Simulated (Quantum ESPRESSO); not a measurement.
A run of Quantum ESPRESSO 7.5:

File pw.in:

```
&CONTROL
  calculation = 'scf'
  prefix = 'pwscf'
  outdir = './tmp'
  pseudo_dir = './pseudo'
  tprnfor = .true.
  tstress = .true.
  disk_io = 'low'
/
&SYSTEM
  ibrav = 0
  celldm(1) = 8
  nat = 1
  ntyp = 1
  ecutwfc = 58
  nbnd = 15
  input_dft = 'pbesol'
  occupations = 'smearing'
  smearing = 'mv'
  degauss = 0.01469973
/
&ELECTRONS
  conv_thr = 2d-10
  electron_maxstep = 120
  mixing_beta = 0.3
  mixing_ndim = 16
  startingwfc = 'atomic'
/
ATOMIC_SPECIES
Ta   180.9479 Ta.upf
CELL_PARAMETERS alat
 -0.3847866640979   0.3847866640979   0.3847866640979
  0.3847866640979  -0.3847866640979   0.3847866640979
  0.3847866640979   0.3847866640979  -0.3847866640979
ATOMIC_POSITIONS crystal
Ta     0.0000000000    0.0000000000    0.0000000000
K_POINTS automatic
11 11 11 0 0 0
HUBBARD {atomic}
U Ta-5d 6.0
```

scf2.in

```
&CONTROL
  calculation = 'scf'
  prefix = 'pwscf'
  outdir = './tmp'
  pseudo_dir = './pseudo'
  tprnfor = .true.
  tstress = .true.
  disk_io = 'low'
/
&SYSTEM
  ibrav = 0
  celldm(1) = 8
  nat = 1
  ntyp = 1
  ecutwfc = 58
  nbnd = 15
  input_dft = 'pbesol'
  occupations = 'smearing'
  smearing = 'mv'
  degauss = 0.01469973
/
&ELECTRONS
  conv_thr = 1d-13
  electron_maxstep = 120
  mixing_beta = 0.3
  mixing_ndim = 16
  startingwfc = 'file'
  startingpot = 'file'
/
ATOMIC_SPECIES
Ta   180.9479 Ta.upf
CELL_PARAMETERS alat
 -0.3847866640979   0.3847866640979   0.3847866640979
  0.3847866640979  -0.3847866640979   0.3847866640979
  0.3847866640979   0.3847866640979  -0.3847866640979
ATOMIC_POSITIONS crystal
Ta     0.0000000000    0.0000000000    0.0000000000
K_POINTS automatic
11 11 11 0 0 0
HUBBARD {atomic}
U Ta-5d 6.0
```

ph.in

```
phonons of Ta
&INPUTPH
  prefix = 'pwscf'
  outdir = './tmp'
  tr2_ph = 1d-18
  fildyn = 'dyn'
  niter_ph = 90
  alpha_mix(1) = 0.4
/
0.0000000000 1.2994213330 0.0000000000
```

relax_v0.99.in

```
&CONTROL
  calculation = 'relax'
  prefix = 'pwscf'
  outdir = './tmp'
  pseudo_dir = './pseudo'
  tprnfor = .true.
  tstress = .true.
  disk_io = 'low'
  nstep = 30
  forc_conv_thr = 0.0001
  etot_conv_thr = 1d-06
/
&SYSTEM
  ibrav = 0
  celldm(1) = 8
  nat = 1
  ntyp = 1
  ecutwfc = 58
  nbnd = 15
  input_dft = 'pbesol'
  occupations = 'smearing'
  smearing = 'mv'
  degauss = 0.01469973
/
&ELECTRONS
  conv_thr = 1d-13
  electron_maxstep = 120
  mixing_beta = 0.3
  mixing_ndim = 16
  startingwfc = 'atomic'
/
&IONS
  ion_dynamics = 'bfgs'
/
ATOMIC_SPECIES
Ta   180.9479 Ta.upf
CELL_PARAMETERS alat
 -0.3834997425602   0.3834997425602   0.3834997425602
  0.3834997425602  -0.3834997425602   0.3834997425602
  0.3834997425602   0.3834997425602  -0.3834997425602
ATOMIC_POSITIONS crystal
Ta     0.0000000000    0.0000000000    0.0000000000
K_POINTS automatic
11 11 11 0 0 0
HUBBARD {atomic}
U Ta-5d 6.0
```

File ph_v0.99.in:

```
phonons at 0.99 of the volume
&INPUTPH
  prefix = 'pwscf'
  outdir = './tmp'
  tr2_ph = 1d-18
  fildyn = 'dyn_v0.99'
  niter_ph = 90
  alpha_mix(1) = 0.4
/
0.0000000000 1.3037818400 0.0000000000
```

Contents of relax_v1.01.in:

```
&CONTROL
  calculation = 'relax'
  prefix = 'pwscf'
  outdir = './tmp'
  pseudo_dir = './pseudo'
  tprnfor = .true.
  tstress = .true.
  disk_io = 'low'
  nstep = 30
  forc_conv_thr = 0.0001
  etot_conv_thr = 1d-06
/
&SYSTEM
  ibrav = 0
  celldm(1) = 8
  nat = 1
  ntyp = 1
  ecutwfc = 58
  nbnd = 15
  input_dft = 'pbesol'
  occupations = 'smearing'
  smearing = 'mv'
  degauss = 0.01469973
/
&ELECTRONS
  conv_thr = 1d-13
  electron_maxstep = 120
  mixing_beta = 0.3
  mixing_ndim = 16
  startingwfc = 'atomic'
/
&IONS
  ion_dynamics = 'bfgs'
/
ATOMIC_SPECIES
Ta   180.9479 Ta.upf
CELL_PARAMETERS alat
 -0.3860650345068   0.3860650345068   0.3860650345068
  0.3860650345068  -0.3860650345068   0.3860650345068
  0.3860650345068   0.3860650345068  -0.3860650345068
ATOMIC_POSITIONS crystal
Ta     0.0000000000    0.0000000000    0.0000000000
K_POINTS automatic
11 11 11 0 0 0
HUBBARD {atomic}
U Ta-5d 6.0
```

The input ph_v1.01.in:

```
phonons at 1.01 of the volume
&INPUTPH
  prefix = 'pwscf'
  outdir = './tmp'
  tr2_ph = 1d-18
  fildyn = 'dyn_v1.01'
  niter_ph = 90
  alpha_mix(1) = 0.4
/
0.0000000000 1.2951185819 0.0000000000
```

Potentials or basis: PseudoDojo 0.4.1 SR PBE standard.

Launch:

```bash
$ OMP_NUM_THREADS=1 pw.x -in pw.in > pw.out
$ OMP_NUM_THREADS=1 pw.x -in scf2.in > scf2.out
$ OMP_NUM_THREADS=1 ph.x -in ph.in > ph.out
$ OMP_NUM_THREADS=1 pw.x -in relax_v0.99.in > relax_v0.99.out
$ OMP_NUM_THREADS=1 ph.x -in ph_v0.99.in > ph_v0.99.out
$ OMP_NUM_THREADS=1 pw.x -in relax_v1.01.in > relax_v1.01.out
$ OMP_NUM_THREADS=1 ph.x -in ph_v1.01.in > ph_v1.01.out
```

Hardware: 1 thread of Intel(R) Xeon(R) Processor @ 2.50GHz (Skylake/Cascade Lake), on a shared host.

Q: Estimate the wall time of this run.

A: Run time: 7.2 min on 1 thread of Intel(R) Xeon(R) Processor @ 2.50GHz (Skylake/Cascade Lake) (shared host), peak memory 0.09 GiB. Counts: scf iterations 41, k pools 1, bands 15, k points 56, g dense 6963.
